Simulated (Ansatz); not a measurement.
# Ge in Ansatz: reference runs

How does Ge come out in PBE? The cell is run as given.

Everything below comes from runs of Ansatz 0.2.0. Logs are shortened: lines on timing, memory, paths and dates and some standing lists are left out, and cuts for length are marked.

### Step 1. The cell of the first run

The cell holds a slab with vacuum, 6 atoms: a = 3.998 Å, b = 3.998 Å, c = 22.430 Å, α = 90.00°, β = 90.00°, γ = 120.00°.

### Step 2. Single point, PBE (the (0 0 1) slab of Ge, cut from the database cell, not relaxed)

File input.yaml:

```yaml
crystal:
  lattice:
    - [3.9975858431, 0.0, 0.0]
    - [-1.9987929215, 3.462010894, 0.0]
    - [0.0, 0.0, 22.4295961946]
  atoms:
    - { symbol: Ge, position: [0.33333333, 0.66666666, 0.3343796266] }
    - { symbol: Ge, position: [0.66666667, 0.33333334, 0.3713940355] }
    - { symbol: Ge, position: [0.66666667, 0.33333334, 0.4814927956] }
    - { symbol: Ge, position: [0.33333333, 0.66666666, 0.5185072044] }
    - { symbol: Ge, position: [0.33333333, 0.66666666, 0.6286059645] }
    - { symbol: Ge, position: [0.66666667, 0.33333334, 0.6656203734] }
hamiltonian:
  xc: pbe
  pseudopotentials: { kind: paw }
kpoints:
  mp_grid: { grid: [8, 8, 1] }
scf:
  occupations: { method: fermi_dirac, width: 0.05 }
output:
  forces: true
  eigenvalues: true
efield:
  axis: 3
  dipole_correction: true
  ramp_width: 0.04
```

Potentials or basis: Ansatz PAW.

Started as:

```sh
> ansatz run input.yaml --threads 4 --pin off --max-ram 11264MiB --backend cpu --events-out ev --progress --plain --runs-dir out
```

Log:

```text
Warning: RAYON_NUM_THREADS=4 ignored (pool sized by the plan → 4); use --threads N
Engine: ansatz 0.2.0, aarch64-unknown-linux-gnu
Pseudopotentials: kind: paw
Pseudopotential: Ge, paw, valence charge 14, recommended cutoff 420 eV (normal), Ge.paw.azcp
Functional definition: PBE
  parameter kappa = 0.804
  parameter beta = 0.06672455060314922
  exchange = pbe_x(kappa = kappa, mu = beta*pi^2/3)
  correlation = pbe_c(beta = beta)
Crystal: 6 atoms, lattice volume = 310.419 Å³
Basis set: ecut = 420 eV, 6135 PW (Γ), exchange–correlation on 54×54×300 points (8 copies of the dense FFT grid, shifted against one another)
Bands: 51, of which v1, the nominal top of the filled ones, is band 42 counted from 1 (41 counted from 0)
Symmetry: 6 space group operations
k-points: 10 of 64 (time reversal used)
Non-local potential: Ge, projectors of the file, l = 0: 2, l = 1: 2, l = 2: 3, l = 3: 1
PAW form: soft (Blöchl's): semilocal exchange-correlation on the pseudo side does not see the compensation charge
PAW one-centre angular grid: Ge, 590 points (default); XC on 64 Gauss nodes
Initial density: superposition of atomic densities (neutral atoms: chi_scale 0, normalization atom), corrected by the library's trained network
Initial wavefunctions: pseudopotential atomic-orbital guess
Functional: x = pbe(κ = 0.804, μ = 0.2195149727645171), c = pbe(β = 0.06672455060314922)
SCF iter   1: F=—  HF=-25767.939857 eV  |F-HF|=—  |Δ(HF+E_count)|=         —  Δρ=2.48e-3  dr2=2.88e-2  ethr=1.77e-3  p=0.000 e·Å  D=8.24e-14 V/Å  ΔV_dip=-0.00 eV  dr2_dipole=9.87e-8  V_vac-E_F(+/−)=4.60/4.60 eV  ⟨swp⟩=6.6  Hψ=1915  notcnv=0  defer=4
efield: sawtooth ramp at fractional position 0.9800 (placed from the atoms, in the widest stretch of the axis that holds none; the zero of the levels goes with the place), width 0.0400; the density the first Hamiltonian is built on has a dipole p = 0.000 e·Å; the dipole correction subtracts the counter field D = 8.24e-14 V/Å, which shifts the + side's vacuum level by -0.00 eV against the − side's; the planar-averaged density in the ramp window peaks in size at 4.7e-5 e/Å³
preconditioner: auto → LDOS  [insulator: Δε(μ)=0.145 eV  Ē_g=22.179 eV  σ=0.050 eV  W_gap=0.62  n_scr=68 (ndim 8)  ℏωp=19.3 eV  f_vac=0.530  D(μ)=2.76/eV (n_scr^D=8)  ε∞_Penn≈1.8  β→1.0]
SCF iter   2: F=—  HF=-25767.933953 eV  |F-HF|=—  |Δ(HF+E_count)|=   5.90e-3  Δρ=1.42e-3  dr2=1.30e-2  ethr=3.43e-5  p=0.000 e·Å  D=6.12e-6 V/Å  ΔV_dip=-0.00 eV  dr2_dipole=2.60e-7  V_vac-E_F(+/−)=4.57/4.57 eV  ⟨swp⟩=2.2  Hψ=1066  notcnv=0  defer=19
SCF iter   3: F=—  HF=-25767.930599 eV  |F-HF|=—  |Δ(HF+E_count)|=   3.35e-3  Δρ=4.00e-4  dr2=1.42e-3  ethr=1.55e-5  p=0.000 e·Å  D=1.68e-6 V/Å  ΔV_dip=-0.00 eV  dr2_dipole=1.01e-9  V_vac-E_F(+/−)=4.59/4.59 eV  ⟨swp⟩=3.0  Hψ=981  notcnv=0  defer=19
SCF iter   4: F=—  HF=-25767.930514 eV  |F-HF|=—  |Δ(HF+E_count)|=   8.45e-5  Δρ=1.66e-4  dr2=2.56e-4  ethr=1.69e-6  p=-0.000 e·Å  D=-6.34e-7 V/Å  ΔV_dip=0.00 eV  dr2_dipole=3.60e-10  V_vac-E_F(+/−)=4.58/4.58 eV  ⟨swp⟩=2.0  Hψ=721  notcnv=0  defer=19
SCF iter   5: F=—  HF=-25767.930453 eV  |F-HF|=—  |Δ(HF+E_count)|=   6.18e-5  Δρ=6.11e-5  dr2=2.06e-5  ethr=3.05e-7  p=-0.000 e·Å  D=-9.48e-7 V/Å  ΔV_dip=0.00 eV  dr2_dipole=3.51e-9  V_vac-E_F(+/−)=4.58/4.58 eV  ⟨swp⟩=2.0  Hψ=848  notcnv=0  defer=19
SCF iter   6: F=—  HF=-25767.930275 eV  |F-HF|=—  |Δ(HF+E_count)|=   1.78e-4  Δρ=1.23e-5  dr2=1.03e-6  ethr=2.46e-8  p=-0.000 e·Å  D=-2.52e-7 V/Å  ΔV_dip=0.00 eV  dr2_dipole=3.34e-11  V_vac-E_F(+/−)=4.58/4.58 eV  ⟨swp⟩=2.0  Hψ=855  notcnv=0  defer=19
SCF iter   7: F=—  HF=-25767.930275 eV  |F-HF|=—  |Δ(HF+E_count)|=   5.97e-7  Δρ=3.77e-6  dr2=1.30e-7  ethr=1.22e-9  p=-0.000 e·Å  D=-2.70e-8 V/Å  ΔV_dip=0.00 eV  dr2_dipole=4.22e-13  V_vac-E_F(+/−)=4.58/4.58 eV  ⟨swp⟩=2.0  Hψ=612  notcnv=0  defer=19
SCF iter   8: F=-25767.930275 eV  HF=-25767.930275 eV  |F-HF|=8.03e-9  |Δ(HF+E_count)|=   8.41e-8  Δρ=1.02e-6  dr2=4.76e-9  ethr=1.19e-10  p=-0.000 e·Å  D=-1.45e-9 V/Å  ΔV_dip=0.00 eV  dr2_dipole=1.26e-12  V_vac-E_F(+/−)=4.58/4.58 eV  ⟨swp⟩=11.0  Hψ=1902  notcnv=0
SCF 1 converged in 8 iterations: F = -25767.930275 eV  dr2 = 4.76e-9
SCF converged after 8 iterations
Free energy (F): -25767.930275 eV
Harris-Foulkes:  -25767.930275 eV  (|F-HF|=8.03e-9)
Internal energy: -25767.900973 eV  (E = F + TS)
E sigma→0 (E₀):  -25767.915624 eV
Entropy (-TS):   -0.029302 eV (-4.884 meV/atom)
Fermi energy:    1.009475 eV
Dipole field:    D = -0.000001 V/Å  (p = -0.000002 e·Å, saw-weighted, corrected)
Work function:   Φ+ = 4.5842 eV   Φ− = 4.5842 eV
Levels:          The Fermi level and band energies are counted from a zero that moves with the ramp; work functions are not
--- Per-component energies (eV) ---
  E_band       = -1495.073771
  E_kinetic    = 665.818350
  E_local      = -71842.503500  (includes V_loc(G=0)·N_el)
  E_nonlocal   = 2506.493897
  E_hartree    = 34714.052650
  E_xc         = -451.732753
  E_vxc        = -385.056985  (∫ρ·V_xc dr)
  E_paw        = -12113.917331  (= ΣΔE_a)
  E_vpaw       = -1867.936995  (= ΣTr[D̂ρ^β])
  E_aug_tail   = 0.002043  (compensation charges beyond the density's cutoff)
  E_efield     = 0.000000  (sawtooth field / dipole correction)
  E_vefield    = 0.000000  (∫n·V_field dr)
  E_ewald      = 20753.885670
  E_smearing   = -0.029302  (= −TS)
  E_closure    = 0.000000  (closes the sum)
  Σ components = -25767.930275   (vs F -25767.930275, Δ=0.00e0)
--- Forces (eV/Å), atoms counted from 1 ---
  atom   1  Ge     0.00000000    -0.00000000    -0.06427413
  atom   2  Ge    -0.00000000     0.00000000    -0.35490604
  atom   3  Ge     0.00000000     0.00000000     0.16160610
  atom   4  Ge     0.00000000    -0.00000000    -0.16160611
  atom   5  Ge     0.00000000    -0.00000000     0.35490566
  atom   6  Ge    -0.00000000     0.00000000     0.06427485
  max |Σ_I F_I| component: 3.39e-7 eV/Å
--- Band table (eV; the first three rows and the last of 10) ---
  k-point 0: bands = ["-23.5619", "-23.5619", "-23.5089", "-23.4985", "-23.4953", "-23.4953", "-23.3837", "-23.3837", "-23.3832", "-23.3832", "-23.3366", "-23.3366", "-23.3203", "-23.3203", "-23.2943", "-23.2943", "-23.2755", "-23.2755", "-23.2509", "-23.2484", "-23.2353", "-23.2339", "-23.1317", "-23.1317", "-23.1316", "-23.1316", "-23.0928", "-23.0928", "-23.0924", "-23.0924", "-11.1389", "-10.3715", "-9.6226", "-5.2706", "-3.1112", "-0.4304", "0.1229", "0.1229", "0.7591", "0.7591", "1.3029", "1.3029", "1.5237", "1.9080", "2.3829", "2.6735", "4.0705", "4.0705", "4.9540", "4.9540", "5.1690"]
  k-point 1: bands = ["-23.5670", "-23.5650", "-23.5178", "-23.4933", "-23.4874", "-23.4797", "-23.3872", "-23.3852", "-23.3849", "-23.3828", "-23.3435", "-23.3416", "-23.3155", "-23.3123", "-23.2964", "-23.2933", "-23.2821", "-23.2678", "-23.2500", "-23.2461", "-23.2289", "-23.2269", "-23.1429", "-23.1428", "-23.1414", "-23.1409", "-23.0894", "-23.0887", "-23.0843", "-23.0840", "-10.9702", "-10.2018", "-9.4481", "-5.2793", "-3.2422", "-1.3432", "-1.1175", "-0.5148", "-0.2171", "0.4252", "0.7006", "0.9688", "1.8925", "2.6319", "3.2104", "3.7198", "4.1736", "4.5888", "4.8627", "5.3217", "5.3869"]
  k-point 2: bands = ["-23.5718", "-23.5697", "-23.5305", "-23.4872", "-23.4707", "-23.4506", "-23.3928", "-23.3890", "-23.3875", "-23.3787", "-23.3573", "-23.3555", "-23.3094", "-23.3011", "-23.2959", "-23.2913", "-23.2831", "-23.2585", "-23.2561", "-23.2481", "-23.2096", "-23.2062", "-23.1628", "-23.1626", "-23.1560", "-23.1537", "-23.0896", "-23.0885", "-23.0715", "-23.0712", "-10.4778", "-9.7076", "-8.9355", "-5.5829", "-4.0985", "-2.9972", "-2.5275", "-1.2674", "-0.8256", "-0.1783", "0.3642", "0.8426", "1.1477", "2.6640", "2.9228", "3.6910", "4.9548", "5.2478", "5.4632", "5.9303", "6.1201"]
  k-point 9: bands = ["-23.5876", "-23.5600", "-23.5551", "-23.4400", "-23.4315", "-23.4131", "-23.4117", "-23.4082", "-23.4004", "-23.3917", "-23.3792", "-23.3488", "-23.3439", "-23.2931", "-23.2910", "-23.2645", "-23.2616", "-23.2551", "-23.2523", "-23.2286", "-23.2017", "-23.2015", "-23.1769", "-23.1759", "-23.1588", "-23.1552", "-23.1366", "-23.1341", "-23.0391", "-23.0390", "-8.6986", "-8.2456", "-7.2286", "-7.0694", "-6.5518", "-6.0069", "-3.1828", "-2.4814", "-1.8658", "-1.7086", "-1.1600", "0.6172", "1.0610", "3.7885", "3.8027", "4.4336", "5.4849", "5.5795", "6.2285", "6.8892", "7.0375"]
```

Wall time 3.8 s (4 threads of Arm Neoverse V1, shared host); peak memory 0.62 GiB.

What came out:

- Free energy: -25767.9303 eV
- Largest force: 0.355 eV/Å
- Band gap on the k mesh: none (metal or under the smearing width)
- Work function of the upper face: 4.58 eV
- Work function of the lower face: 4.58 eV
- Dipole across the slab: 0.000 e·Å

Forces on the atoms (eV/Å):
```
Ge   0.000  0.000 -0.064
Ge   0.000  0.000 -0.355
Ge   0.000  0.000  0.162
Ge   0.000  0.000 -0.162
Ge   0.000  0.000  0.355
Ge   0.000  0.000  0.064
```
